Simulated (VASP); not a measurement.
CdTe: band structure with PBE

**The experiment to reproduce.**

From a printed reference work, data compilation, for a bulk crystal of CdTe at 0 K: band gap 1.607 eV.

The system is CdTe.

```
Cd Te
1.0
     0.00000    3.31114    3.31114
     3.31114    0.00000    3.31114
     3.31114    3.31114    0.00000
Cd Te
1 1
Direct
  0.00000 0.00000 0.00000
  0.25000 0.25000 0.25000
```

```json
{
 "Program": "VASP 6.6.1",
 "Task": "band structure",
 "Functional": "PBE",
 "Potentials or basis": "VASP PAW PBE potentials, release 64 (Cd, Te)",
 "Cutoff": "520 eV",
 "k mesh": "8 × 8 × 8",
 "Occupations": "gaussian, width 0.03 eV",
 "Spin": "no spin polarisation",
 "Further INCAR settings": "ALGO = Normal; EDIFF = 1e-06; NBANDS = 16"
}
```

The pressure is 0.1 GPa, the band gap on the k mesh is 0.58 eV, direct and the band gap along the path is 0.58 eV, direct.

Levels at the corners of the path, in eV from the valence-band top:
| point | band 7 | band 8 | band 9 | band 10 | band 11 | band 12 |
| --- | --- | --- | --- | --- | --- | --- |
| Γ | 0.00 | 0.00 | 0.00 | 0.58 | 4.64 | 4.64 |
| X | -4.00 | -1.65 | -1.65 | 2.67 | 2.74 | 8.50 |
| X | -4.00 | -1.65 | -1.65 | 2.67 | 2.74 | 8.50 |
| W | -3.89 | -2.08 | -1.94 | 4.03 | 4.70 | 5.48 |
| W | -3.89 | -2.08 | -1.94 | 4.03 | 4.70 | 5.48 |
| K | -3.91 | -2.27 | -1.37 | 2.92 | 4.43 | 7.21 |
| K | -3.91 | -2.27 | -1.37 | 2.92 | 4.43 | 7.21 |
| Γ | 0.00 | 0.00 | 0.00 | 0.58 | 4.64 | 4.64 |
| Γ | 0.00 | 0.00 | 0.00 | 0.58 | 4.64 | 4.64 |
| L | -4.07 | -0.68 | -0.68 | 1.75 | 5.21 | 5.21 |
| L | -4.07 | -0.68 | -0.68 | 1.75 | 5.21 | 5.21 |
| U | -3.91 | -2.27 | -1.37 | 2.92 | 4.43 | 7.21 |
| U | -3.91 | -2.27 | -1.37 | 2.92 | 4.43 | 7.21 |
| W | -3.89 | -2.08 | -1.94 | 4.03 | 4.70 | 5.48 |
| W | -3.89 | -2.08 | -1.94 | 4.03 | 4.70 | 5.48 |
| L | -4.07 | -0.68 | -0.68 | 1.75 | 5.21 | 5.21 |
| L | -4.07 | -0.68 | -0.68 | 1.75 | 5.21 | 5.21 |
| K | -3.91 | -2.27 | -1.37 | 2.92 | 4.43 | 7.21 |
| U | -3.91 | -2.27 | -1.37 | 2.92 | 4.43 | 7.21 |
| X | -4.00 | -1.65 | -1.65 | 2.67 | 2.74 | 8.50 |

Core levels (eV, on the scale of the bands):
```csv
atom,levels
1 Cd,"1s -26514.0, 2s -3931.2, 2p -3526.4, 3s -728.1, 3p -595.3, 3d -387.8, 4s -100.2, 4p -61.3"
2 Te,"1s -31613.4, 2s -4841.0, 2p -4344.4, 3s -957.2, 3p -795.9, 3d -552.1, 4s -156.7, 4p -106.7, 4d -34.0"
```

Wall time 69 s on 1 thread of Intel(R) Xeon(R) Platinum 8488C (Sapphire Rapids), with other jobs on the host, peak memory 0.22 GiB.

A measured gap of CdTe is 1.607 eV (0 K; a printed reference work, data compilation); the calculated 0.58 eV misses it by -1.03 eV. So large a miss can be the level of theory's own, or it may mean another phase, state or a wrong row. Spin-orbit coupling on Cd, Te is left out. The value is that of PBE, without temperature or zero-point motion. Semilocal functionals fall short of measured gaps as a rule.

Caveat: spin-orbit coupling is left out, which moves the levels of the heavy elements.
